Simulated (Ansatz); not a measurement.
## Ti2COS MXene bilayer (AA) in a perpendicular field

What dipole does a perpendicular field induce in the Ti2COS MXene bilayer (AA)? A positive field points along +c.

Calculated with Ansatz 0.2.0; plane-wave DFT, LDA, Ansatz PAW.

## (1) Set-up

The cell holds 10 atoms: 2 S, 4 Ti, 2 C and 2 O. Cell: a = 3.100 Å, b = 3.100 Å, c = 58.002 Å, α = 90.0°, β = 90.0°, γ = 120.0°. Regions: layer 1: Ti2COS MXene, 5 atoms (1 S, 2 Ti, 1 C and 1 O); layer 2: Ti2COS MXene, 5 atoms (1 S, 2 Ti, 1 C and 1 O). Vacuum lies along c.

Structure file:

```cif
data_structure
_symmetry_space_group_name_H-M 'P 1'
_symmetry_Int_Tables_number 1
_cell_length_a 3.1002
_cell_length_b 3.1002
_cell_length_c 58.0016
_cell_angle_alpha 90.000
_cell_angle_beta 90.000
_cell_angle_gamma 120.000
_cell_volume 482.79
loop_
_atom_site_label
_atom_site_type_symbol
_atom_site_fract_x
_atom_site_fract_y
_atom_site_fract_z
_atom_site_occupancy
S1 S 0.33333 0.66667 0.38361 1
Ti2 Ti 0.66667 0.33333 0.41345 1
C3 C 0.00000 0.00000 0.43454 1
Ti4 Ti 0.33333 0.66667 0.45563 1
O5 O 0.66667 0.33333 0.47457 1
S6 S 0.33333 0.66667 0.52543 1
Ti7 Ti 0.66667 0.33333 0.55527 1
C8 C 0.00000 0.00000 0.57636 1
Ti9 Ti 0.33333 0.66667 0.59745 1
O10 O 0.66667 0.33333 0.61639 1
```

## (2) Relaxing the slab

The starting cell is a guess, so the in-plane lattice and the atoms are relaxed first, with the slab cut off from its images along the normal.

Input file input.yaml:

```yaml
crystal:
  lattice:
    - [3.10024, 0.0, 0.0]
    - [-1.55012, 2.6848865978, 0.0]
    - [0.0, 0.0, 58.001552243]
  atoms:
    - { symbol: S, position: [0.3333333333, 0.6666666667, 0.3836104232] }
    - { symbol: Ti, position: [0.6666666667, 0.3333333333, 0.4134540021], spin: 1.0 }
    - { symbol: C, position: [0.0, 0.0, 0.434544336] }
    - { symbol: Ti, position: [0.3333333333, 0.6666666667, 0.45563467], spin: 1.0 }
    - { symbol: O, position: [0.6666666667, 0.3333333333, 0.4745696461] }
    - { symbol: S, position: [0.3333333333, 0.6666666667, 0.5254303539] }
    - { symbol: Ti, position: [0.6666666667, 0.3333333333, 0.5552739328], spin: -1.0 }
    - { symbol: C, position: [0.0, 0.0, 0.5763642668] }
    - { symbol: Ti, position: [0.3333333333, 0.6666666667, 0.5974546007], spin: -1.0 }
    - { symbol: O, position: [0.6666666667, 0.3333333333, 0.6163895768] }
  periodic: [true, true, false]
magnetization:
  spin_polarized: true
kpoints:
  mp_grid: { grid: [12, 12, 1] }
hamiltonian:
  xc: lda
scf:
  occupations: { method: fermi_dirac, width: 0.05 }
  convergence: { dr2_threshold: 1.0e-09 }
relax:
  f_tol: 0.004
  max_steps: 90
  cell: {}
output:
  write_potential: true
  write_density: true
  volumetric_format: npy
```

Started as:

```
$ ansatz run input.yaml --threads 4 --pin off --max-ram 6144MiB --backend cpu --events-out ev --progress --plain --runs-dir out
```

Numbers of over 12 decimals in the logs are rounded to 6 here.

What it wrote:

```text
Warning: relax.cell: scf.convergence.dr2_threshold = 1e-9 eV is looser than the 1.81053491657e-10 eV advised for a relaxation that steers and ends on the stress (1e-10 eV for each atom of the cell: 10, times the square of relax.cell.stress_2d_tol = 0.05 N/m over 23.5 Å (the atoms' height at the walk's start and 5 Å past either face), 2.128e-2 GPa, over a crystal's default 0.05). What an SCF threshold leaves in a stress goes as its square root, and in the free energy as the threshold itself, and one threshold admits the most on a small cell: [figures from the program's tests cut] Set scf.convergence.dr2_threshold to 1.81053491657e-10 eV or tighter. [rest of the remark cut]
Engine: ansatz 0.2.0, x86_64-unknown-linux-gnu
Pseudopotentials: kind: paw
Pseudopotential: S, paw, valence charge 6, recommended cutoff 420 eV (normal), S.paw.azcp
Pseudopotential: Ti, paw, valence charge 12, recommended cutoff 420 eV (normal), Ti.paw.azcp
Pseudopotential: C, paw, valence charge 4, recommended cutoff 420 eV (normal), C.paw.azcp
Pseudopotential: O, paw, valence charge 6, recommended cutoff 420 eV (normal), O.paw.azcp
Functional definition: SPW92
  exchange = slater_x
  correlation = pw_c
Crystal: 10 atoms, lattice volume = 482.793 Å³
Basis set: ecut = 420 eV, 9373 PW (Γ)
Bands: 52, of which v1, the nominal top of the filled ones, is band 40 counted from 1 (39 counted from 0)
Symmetry: 6 space group operations
Space group: P3m1 (ITA 156), of the structure as read, at distance tolerance 7.8e-5 Å
Magnetic group: BNS 156.49 (UNI 1279), of the structure as read, at distance tolerance 7.8e-5 Å
k-points: 19 of 144 (time reversal used)
Non-local potential: S, projectors of the file, l = 0: 2, l = 1: 2, l = 2: 2
Non-local potential: Ti, projectors of the file, l = 0: 3, l = 1: 2, l = 2: 3, l = 3: 1
Non-local potential: C, projectors of the file, l = 0: 2, l = 1: 2, l = 2: 1
Non-local potential: O, projectors of the file, l = 0: 2, l = 1: 2, l = 2: 1
PAW form: soft (Blöchl's): semilocal exchange-correlation on the pseudo side does not see the compensation charge
PAW frozen core: S, regenerated for the run's functional, and the local potential with it (the file was generated under x = pbe(κ = 0.804, μ = 0.219515), c = pbe(β = 0.066725))
PAW frozen core: Ti, regenerated for the run's functional, and the local potential with it (the file was generated under x = pbe(κ = 0.804, μ = 0.219515), c = pbe(β = 0.066725))
PAW frozen core: C, regenerated for the run's functional, and the local potential with it (the file was generated under x = pbe(κ = 0.804, μ = 0.219515), c = pbe(β = 0.066725))
PAW frozen core: O, regenerated for the run's functional, and the local potential with it (the file was generated under x = pbe(κ = 0.804, μ = 0.219515), c = pbe(β = 0.066725))
PAW one-centre angular grid: S, 110 points (default); XC on 64 Gauss nodes
PAW one-centre angular grid: Ti, 590 points (default); XC on 64 Gauss nodes
PAW one-centre angular grid: C, 110 points (default); XC on 64 Gauss nodes
PAW one-centre angular grid: O, 110 points (default); XC on 64 Gauss nodes
Initial density: superposition of atomic densities (neutral atoms: chi_scale 0, normalization atom)
Starting moments: Σ|m| = 4 μB on 4 of 10 sites
Starting magnetic order: compensated ferrimagnet; no operation exchanges its spin sublattices
Initial wavefunctions: pseudopotential atomic-orbital guess
Functional: x = slater, c = lda
SCF iter   1: F=—  HF=-13156.836782 eV  |F-HF|=—  |Δ(HF+E_count)|=         —  Δρ=4.17e-2 (↑4.17e-2 ↓4.17e-2)  dr2=6.65e1  dr2_m=9.71e-1  M=-0.005 μB ∫|m|=1.768 μB  β_m=0.30  ethr=3.10e-3  ⟨swp⟩=10.4  Hψ=11817  notcnv=0  defer=26
Mixer restart at iter 1: flushing history
preconditioner: auto → LDOS  [metal: Δε(μ)=0.020 eV  Ē_g=8.882 eV  σ=0.050 eV  W_gap=0.10  n_scr=36 (ndim 8)  ℏωp=11.7 eV  f_vac=0.707  D(μ)=5.21/eV (n_scr^D=24)]
spin=Collinear: LDOS preconditioning applied to the charge; magnetization (m = ρ↑ − ρ↓) channel mixes plain (no charge-response kernel on spin).
SCF iter   2: F=—  HF=-13148.147787 eV  |F-HF|=—  |Δ(HF+E_count)|=    8.69e0  Δρ=2.09e-2 (↑2.09e-2 ↓2.08e-2)  dr2=1.64e1  dr2_m=5.58e-1  M=0.005 μB ∫|m|=1.457 μB  β_m=0.43  ethr=3.10e-3  ⟨swp⟩=4.8  Hψ=5778  notcnv=0  defer=101
SCF iter   3: F=—  HF=-13145.990147 eV  |F-HF|=—  |Δ(HF+E_count)|=    2.16e0  Δρ=7.86e-3 (↑7.86e-3 ↓7.70e-3)  dr2=2.08e-1  dr2_m=1.59e-1  M=0.027 μB ∫|m|=0.901 μB  β_m=0.59  ethr=3.10e-3  ⟨swp⟩=4.6  Hψ=5283  notcnv=0  defer=122
SCF iter   4: F=—  HF=-13146.412844 eV  |F-HF|=—  |Δ(HF+E_count)|=         —  Δρ=4.85e-3 (↑4.85e-3 ↓4.85e-3)  dr2=8.23e-2  dr2_m=8.84e-2  M=0.003 μB ∫|m|=0.264 μB  β_m=0.59  ethr=2.60e-4  ⟨swp⟩=4.6  Hψ=5051  notcnv=0  defer=147
SCF iter   5: F=—  HF=-13146.381133 eV  |F-HF|=—  |Δ(HF+E_count)|=   3.17e-2  Δρ=1.79e-3 (↑1.79e-3 ↓1.79e-3)  dr2=3.47e-3  dr2_m=1.34e-2  M=0.001 μB ∫|m|=0.146 μB  β_m=0.80  ethr=1.03e-4  ⟨swp⟩=3.1  Hψ=3566  notcnv=0  defer=148
SCF iter   6: F=—  HF=-13146.380973 eV  |F-HF|=—  |Δ(HF+E_count)|=   1.61e-4  Δρ=5.93e-4 (↑5.14e-4 ↓5.93e-4)  dr2=6.81e-3  dr2_m=4.75e-4  M=0.000 μB ∫|m|=0.043 μB  β_m=0.70  ethr=4.34e-6  ⟨swp⟩=4.0  Hψ=4841  notcnv=0  defer=153
SCF iter   7: F=—  HF=-13146.380500 eV  |F-HF|=—  |Δ(HF+E_count)|=   4.73e-4  Δρ=2.48e-4 (↑2.48e-4 ↓1.92e-4)  dr2=5.04e-4  dr2_m=1.60e-4  M=-0.000 μB ∫|m|=0.026 μB  β_m=0.76  ethr=4.34e-6  ⟨swp⟩=3.1  Hψ=3413  notcnv=0  defer=152
SCF iter   8: F=—  HF=-13146.380578 eV  |F-HF|=—  |Δ(HF+E_count)|=   7.77e-5  Δρ=9.47e-5 (↑6.12e-5 ↓9.47e-5)  dr2=1.39e-4  dr2_m=1.79e-5  M=-0.000 μB ∫|m|=0.008 μB  β_m=0.71  ethr=6.30e-7  ⟨swp⟩=3.0  Hψ=3544  notcnv=0  defer=151
SCF iter   9: F=—  HF=-13146.380580 eV  |F-HF|=—  |Δ(HF+E_count)|=   2.50e-6  Δρ=3.23e-5 (↑3.23e-5 ↓1.93e-5)  dr2=1.04e-5  dr2_m=1.18e-6  M=-0.000 μB ∫|m|=0.001 μB  β_m=0.67  ethr=1.74e-7  ⟨swp⟩=2.8  Hψ=3377  notcnv=0  defer=151
SCF iter  10: F=—  HF=-13146.380581 eV  |F-HF|=—  |Δ(HF+E_count)|=   8.61e-7  Δρ=8.96e-6 (↑6.63e-6 ↓8.96e-6)  dr2=3.17e-7  dr2_m=1.93e-7  M=-0.000 μB ∫|m|=0.001 μB  β_m=0.72  ethr=1.31e-8  ⟨swp⟩=3.3  Hψ=4071  notcnv=0  defer=151
SCF iter  11: F=—  HF=-13146.380582 eV  |F-HF|=—  |Δ(HF+E_count)|=   4.38e-7  Δρ=3.45e-6 (↑3.45e-6 ↓2.41e-6)  dr2=1.58e-7  dr2_m=1.88e-8  M=-0.000 μB ∫|m|=0.000 μB  β_m=0.66  ethr=3.96e-10  ⟨swp⟩=3.5  Hψ=4481  notcnv=0  defer=151
SCF iter  12: F=—  HF=-13146.380582 eV  |F-HF|=—  |Δ(HF+E_count)|=   8.48e-9  Δρ=1.32e-6 (↑1.32e-6 ↓1.10e-6)  dr2=2.09e-8  dr2_m=4.71e-9  M=-0.000 μB ∫|m|=0.000 μB  β_m=0.71  ethr=1.98e-10  ⟨swp⟩=2.7  Hψ=3310  notcnv=0  defer=151
[...]
iter 1 solved again at ethr=2.46e-7 eV; its pass at ethr=3.10e-3 eV (dr2=1.97e-4 eV) is discarded
SCF iter   1: F=—  HF=-13147.787801 eV  |F-HF|=—  |Δ(HF+E_count)|=         —  Δρ=1.59e-6 (↑1.59e-6 ↓1.58e-6)  dr2=1.45e-8  dr2_m=1.85e-11  M=0.000 μB ∫|m|=0.000 μB  β_m=0.65  ethr=2.46e-7  ⟨swp⟩=6.4  Hψ=20896  notcnv=0
eigensolver tolerance schedule: the retry pair's looser diagonalisation over-reported the residual by 13574.01 of it (diagonalisation noise at an unbounded share of the residual, at the tolerance the schedule requests for it); recorded, not acted on — ethr = c·dr2/N_el stays at c = 1.0e-1
preconditioner: auto → LDOS  [metal: Δε(μ)=0.018 eV  Ē_g=8.097 eV  σ=0.050 eV  W_gap=0.09  n_scr=32 (ndim 8)  ℏωp=11.9 eV  f_vac=0.728  D(μ)=2.04/eV (n_scr^D=16)]
spin=Collinear: LDOS preconditioning applied to the charge; magnetization (m = ρ↑ − ρ↓) channel mixes plain (no charge-response kernel on spin).
SCF iter   2: F=—  HF=-13147.787737 eV  |F-HF|=—  |Δ(HF+E_count)|=   6.37e-5  Δρ=8.03e-7 (↑7.99e-7 ↓8.03e-7)  dr2=2.65e-8  dr2_m=5.62e-12  M=0.000 μB ∫|m|=0.000 μB  β_m=0.30  ethr=1.81e-11  ⟨swp⟩=6.4  Hψ=8048  notcnv=0
SCF iter   3: F=—  HF=-13147.787737 eV  |F-HF|=—  |Δ(HF+E_count)|=   5.40e-9  Δρ=7.40e-7 (↑7.40e-7 ↓7.36e-7)  dr2=6.30e-9  dr2_m=6.42e-12  M=0.000 μB ∫|m|=0.000 μB  β_m=0.65  ethr=1.81e-11  ⟨swp⟩=2.4  Hψ=2712  notcnv=0
SCF iter   4: F=—  HF=-13147.787737 eV  |F-HF|=—  |Δ(HF+E_count)|=   2.07e-9  Δρ=5.14e-7 (↑5.10e-7 ↓5.14e-7)  dr2=6.48e-9  dr2_m=9.85e-13  M=0.000 μB ∫|m|=0.000 μB  β_m=0.52  ethr=7.87e-12  ⟨swp⟩=3.0  Hψ=4192  notcnv=0
SCF iter   5: F=—  HF=-13147.787737 eV  |F-HF|=—  |Δ(HF+E_count)|=   1.15e-9  Δρ=2.57e-7 (↑2.55e-7 ↓2.57e-7)  dr2=1.78e-9  dr2_m=5.12e-13  M=0.000 μB ∫|m|=0.000 μB  β_m=0.76  ethr=7.87e-12  ⟨swp⟩=2.3  Hψ=3027  notcnv=0
SCF iter   6: F=-13147.787737 eV  HF=-13147.787737 eV  |F-HF|=1.71e-10  |Δ(HF+E_count)|=  1.02e-10  Δρ=9.12e-8 (↑9.04e-8 ↓9.12e-8)  dr2=2.78e-10  dr2_m=1.46e-13  M=0.000 μB ∫|m|=0.000 μB  ethr=1.25e-12  ⟨swp⟩=12.7  Hψ=15901  notcnv=0
the starting moments were not kept: the SCF closed with an absolute magnetisation of 7.8e-7 μB, where they sum to 4 μB in size (4 sites). That is at most 0.1 of that sum. Measured as dr2_m measures the in/out step, that magnetisation stands 4.6e-14 eV from none, at or under the dr2_threshold of 1.0e-9 eV: it is no larger than a step whose dr2_m would equal this threshold.
SCF 11 converged in 6 iterations: F = -13147.787737 eV  dr2 = 2.78e-10
relax step  11: F+E_penalty+E_count = -13147.78773704 eV  Δ(F+E_penalty+E_count) = +2.742e-4 eV  max|allowed force component| = 3.164e-3 eV/Å  Δτ_max = 0.0000 Å  P = -0.031 N/m  Ω = 466.047 Å³  fix = [c, alpha, beta]  reactions: c -0.000 N/m  stress off target by 3.13e-2 N/m on what of the cell is left free  SCF on the basis re-selected at this cell (its energy is not comparable with the rows above)  (6 SCF iters)
basis re-selected at this cell: Δ(F+E_penalty+E_count) = +2.742e-4 eV, ΔP = -0.003 N/m vs the last step (what re-selecting the basis moved, of the pressure what is left beyond the Pulay correction that the steps carried, after the strain that the cell walked since its last selection, with what the two solves' SCF thresholds leave and, on support functions, any second-order correction that the steps lacked; it is no m [...]
WARN: The output density's exchange-correlation potential varies sharply where the density is thin. Do not read a vacuum level from v_tot or v_xc, or from such a field of the output density. On a cell that repeats whose density bears no net charge and no dipole along the vacuum's axis use v_es (v_loc + v_h of the components); under efield.dipole_correction with no amplitude use v_es + v_field, which holds any externa [...]
SCF converged after 6 iterations
Magnetization: 0.0000 μB (40.0000 up, 40.0000 down)
Absolute magnetization: 0.0000 μB (∫|ρ↑−ρ↓|, with the PAW one-centre terms)
Spin contamination: 0.0000 ħ² per cell (⟨S²⟩ above its minimum at these occupations)
Per-site moments (μB) at R_I (Å): [(-4.262859115732729e-8, 0.977504), (7.910697078017992e-8, 0.869980), (-1.013085055473763e-7, 0.869980), (4.948875870742253e-8, 0.804080), (-1.3717568424563827e-9, 0.804080), (3.972318698023357e-8, 0.976454), (-6.48742426126017e-8, 0.871135), (8.812329228893099e-8, 0.871135), (-6.484773826666301e-8, 0.807059), (5.798016983956065e-8, 0.807059)]
Free energy (F): -13147.787737 eV
Harris-Foulkes:  -13147.787737 eV  (|F-HF|=1.71e-10)
Internal energy: -13147.771033 eV  (E = F + TS)
E sigma→0 (E₀):  -13147.779385 eV
Entropy (-TS):   -0.016704 eV (-1.670 meV/atom)
Fermi energy:    -6.007110 eV
--- Per-component energies (eV) ---
  E_band       = -2016.992912
  E_kinetic    = 1841.509871
  E_local      = -702328.995768  (includes V_loc(G=0)·N_el)
  E_nonlocal   = 250.826333
  E_hartree    = 349987.723846
  E_xc         = -828.128006
  E_vxc        = -978.277398  (∫ρ·V_xc dr)
  E_paw        = -5605.548437  (= ΣΔE_a)
  E_vpaw       = -777.512980  (= ΣTr[D̂ρ^β])
  E_aug_tail   = 0.005485  (compensation charges beyond the density's cutoff)
  E_ewald      = 343532.905940
  E_core_change = 1.929704  (= ΣΔE_core)
  E_smearing   = -0.016704  (= −TS)
  E_closure    = -0.000000  (closes the sum)
  Σ components = -13147.787737   (vs F -13147.787737, Δ=0.00e0)
--- Forces (eV/Å), atoms counted from 1 ---
  atom   1  S     -0.00000000     0.00000000    -0.00077225
  atom   2  Ti    -0.00000000    -0.00000000     0.00323440
  atom   3  C      0.00000000     0.00000000    -0.00159055
  atom   4  Ti    -0.00000000    -0.00000000    -0.00045538
  atom   5  O      0.00000000    -0.00000000     0.00006574
  atom   6  S     -0.00000000     0.00000000     0.00098645
  atom   7  Ti    -0.00000000    -0.00000000    -0.00070610
  atom   8  C     -0.00000000     0.00000000     0.00130164
  atom   9  Ti    -0.00000000    -0.00000000    -0.00149056
  atom  10  O      0.00000000    -0.00000000     0.00012718
  max |Σ_I F_I| component: 7.01e-4 eV/Å
--- 2D stress c σ (N/m, compression-positive) ---
       -0.031323       0.000000      -0.000000
        0.000000      -0.031323      -0.000000
       -0.000000      -0.000000      -0.000000
  P = ½ c Tr σ = -0.0313 N/m
--- Band table (eV; the first three rows and the last of 38) ---
  k-point 0 ↑: bands = [... 36 lower, -5.4000, -5.4000, -5.3901, -5.3901, -4.9739, -4.9739, -4.9054, -4.9054, ... 8 higher]
  k-point 1 ↑: bands = [... 36 lower, -6.1029, -6.0424, -5.8195, -5.7819, -5.2207, -5.1762, -4.7243, -4.6780, ... 8 higher]
  k-point 2 ↑: bands = [... 36 lower, -6.8813, -6.7529, -6.2661, -6.2198, -5.5688, -5.4882, -4.6414, -4.6097, ... 8 higher]
  k-point 18 ↓: bands = [... 36 lower, -8.7304, -8.5113, -8.4069, -8.3110, -4.7616, -4.7347, -4.5820, -4.5039, ... 8 higher]
  the weakly bound empty levels are not read free of the cell's end (no_gap_told)
--- Relaxed structure (9 steps of the walk, 9 accepted, 2 SCFs on fresh bases) ---
  F+E_penalty+E_count = -13147.78773704 eV   max|allowed force component| = 3.164e-3 eV/Å   (the final SCF, on the basis selected at the relaxed cell)
  cell:  # Å, volume = 466.0465 Å³
    - [3.045997, 0.0, 0]
    - [-1.522999, 2.637911, 0]
    - [0, 0, 58.001552243]
  atoms:
    - { symbol: S, position: [0.333333, 0.666667, 0.391423] }
    - { symbol: Ti, position: [0.666667, 0.333333, 0.418808] }
    - { symbol: C, position: [9.004683112103096e-18, 0, 0.438880] }
    - { symbol: Ti, position: [0.333333, 0.666667, 0.461532] }
    - { symbol: O, position: [0.666667, 0.333333, 0.476029] }
    - { symbol: S, position: [0.333333, 0.666667, 0.523299] }
    - { symbol: Ti, position: [0.666667, 0.333333, 0.550618] }
    - { symbol: C, position: [-1.1605304287186634e-17, 0, 0.570777] }
    - { symbol: Ti, position: [0.333333, 0.666667, 0.593289] }
    - { symbol: O, position: [0.666667, 0.333333, 0.608072] }
```

Elapsed: 3.9 min, on 4 threads of Intel Xeon Platinum 8488C (Sapphire Rapids), shared host; peak memory 1.5 GiB; 15 min of CPU time.

The steps of the relaxation:

```csv
step,energy less that of the first step (eV),largest force component (eV/Å),volume (Å³)
1,0.0000,3.4719,482.79
2,-1.3112,1.2611,468.78
3,-1.3943,0.4138,460.60
4,-1.4126,0.1530,466.40
5,-1.4150,0.0639,466.27
6,-1.4153,0.0204,466.57
7,-1.4154,0.0029,466.47
8,-1.4155,0.0021,466.39
9*,-1.4072,0.0024,466.39
10,-1.4074,0.0032,466.05
11*,-1.4072,0.0032,466.05
```

Relaxation steps marked * repeat the geometry before them on a plane-wave basis chosen anew for their cell, so energy and pressure can jump there.

The run keeps the 6 symmetry operations that it works with, so distortions that break them were not tested.

```
cell as run  before  after  change
      a (Å)   3.100  3.046  -1.7 %
      b (Å)   3.100  3.046  -1.7 %
```

The atoms that moved most (Å, along periodic axes as changes of fractional coordinates times the final cell, across vacuum about the mean position):

```csv
atom,dx,dy,dz,length
O10,0.000,0.000,-0.482,0.482
S1,0.000,0.000,0.453,0.453
Ti4,0.000,0.000,0.342,0.342
C8,0.000,0.000,-0.324,0.324
Ti2,0.000,0.000,0.311,0.311
Ti7,0.000,0.000,-0.270,0.270
C3,0.000,0.000,0.251,0.251
Ti9,0.000,0.000,-0.242,0.242
```

Numbers from this step:

* energy at zero smearing: -13147.7794 eV

The lattice constant a goes from 3.100 to 3.046 Å.

(Part 1 of 3 ends here.)

[Logs are printed without paths, hosts, clocks, repeated set-up lines and the standing remarks that a program may print on its own settings, such as how far it seeks lower states.]

[Hosts, paths, dates, database ids (printed as entryN), source tags and the programs' standing remarks are cut or masked in the printed files.]

[Maps of the electrostatic potential energy from Ansatz leave out the sawtooth potential of an applied field or a dipole correction, so their vacuum need not be flat; planar profiles and work functions include it.]
